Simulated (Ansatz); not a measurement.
Wanted: the native input for an Ansatz 0.2.0 run.

```
Task                  : relaxation of cell and atoms
Functional            : r2SCAN
Potentials or basis   : Ansatz PAW
Cutoff                : 500 eV (not typed: the program's choice for these potentials)
k mesh                : 8 × 8 × 8
Occupations           : fermi-dirac, width 0.05 eV
Spin                  : no spin polarisation
Target pressure       : 20 GPa
Target pressure (GPa) : 20
```

The system is TiAl.

```
Ti Al
1.0
     3.17906    0.00000    0.00000
     0.00000    3.17906    0.00000
     0.00000    0.00000    3.17906
Ti Al
1 1
Direct
  0.00000 0.00000 0.00000
  0.50000 0.50000 0.50000
```

The cell comes from a database or a generator and needn't be the stable form of this composition.

One way to write it, as run:

input.yaml

```yaml
crystal:
  lattice:
    - [3.179064, 0.0, 0.0]
    - [0.0, 3.179064, 0.0]
    - [0.0, 0.0, 3.179064]
  atoms:
    - { symbol: Ti, position: [0.0, 0.0, 0.0] }
    - { symbol: Al, position: [0.5, 0.5, 0.5] }
hamiltonian:
  xc: r2scan
  pseudopotentials: { kind: paw }
kpoints:
  mp_grid: { grid: [8, 8, 8] }
scf:
  occupations: { method: fermi_dirac, width: 0.05 }
output:
  forces: true
  stress: true
  eigenvalues: true
relax:
  f_tol: 0.01
  max_steps: 40
  cell: { stress_tol: 0.05, p_target: 20.0 }
```

Potentials or basis: Ansatz PAW.

Command:

```sh
$ ansatz run input.yaml --threads 2 --pin off --max-ram 5632MiB --backend cpu --events-out ev --progress --plain --runs-dir out
```

Results of the run:

```
Relaxed volume                                         : 14.03 Å³/atom
Relaxed cell                                           : a = 3.039 Å, b = 3.039 Å, c = 3.039 Å, α = 90.00°, β = 90.00°, γ = 90.00°
Space group after relaxing (to 0.05 Å)                 : Pm-3m (No. 221)
Energy change on relaxing (the enthalpy is what falls) : +108.7 meV/atom
Ionic steps                                            : 5
Pressure after relaxing                                : 20.0 GPa
Band gap on the k mesh                                 : none (metal or under the smearing width)
```

Caveat: the plane-wave basis is chosen anew once the cell has moved, so the energies of steps on either side of that aren't comparable; the PAW data sets come from PBE, with cores solved anew for the run's functional, which leaves a small shift of forces and pressure.

It took 6.3 s on 2 threads of Arm Neoverse V1, on a shared host, peak memory 0.36 GiB.
